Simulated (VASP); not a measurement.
A run of VASP 6.6.1 is set up as follows.

Contents of INCAR:

```
PREC = Accurate
ENCUT = 520
EDIFF = 1E-6
ISMEAR = 0
SIGMA = 0.1
LREAL = F
LASPH = T
NELM = 100
ALGO = Normal
ISIF = 2
LWAVE = F
LCHARG = T
GGA = CA
LELF = T
LVHAR = T
LVACPOTAV = T
```

File KPOINTS:

```
regular mesh
0
Gamma
  12 8 1
```

Contents of POSCAR:

```
Ag
1.0
    4.0860000000      0.0000000000      0.0000000000
    0.0000000000      2.8892383079      0.0000000000
    0.0000000000      0.0000000000     25.5569532317
Ag
9
Direct
    0.0000000000      0.0000000000      0.2738980635
    0.5000000000      0.5000000000      0.3304235477
    0.0000000000      0.0000000000      0.3869490318
    0.5000000000      0.5000000000      0.4434745159
    0.0000000000      0.0000000000      0.5000000000
    0.5000000000      0.5000000000      0.5565254841
    0.0000000000      0.0000000000      0.6130509682
    0.5000000000      0.5000000000      0.6695764523
    0.0000000000      0.0000000000      0.7261019365
```

Potentials or basis: VASP PAW LDA potentials, release 64 (Ag).

Launch:

```sh
$ cat potpaw_LDA.64/Ag/POTCAR > POTCAR
$ mpirun -np 1 vasp_std > vasp.out
```

**Question.** Estimate the band gap on the k mesh.

**Answer.** None (metal or under the smearing width).

**Question.** Estimate the largest force.

**Answer.** 0.728 eV/Å.

Forces on the atoms (eV/Å):
```
Ag   0.000  0.000  0.728
Ag   0.000  0.000 -0.156
Ag   0.000  0.000 -0.019
Ag   0.000  0.000  0.034
Ag   0.000  0.000  0.000
Ag   0.000  0.000 -0.034
Ag   0.000  0.000  0.019
Ag   0.000  0.000  0.156
Ag   0.000  0.000 -0.728
```
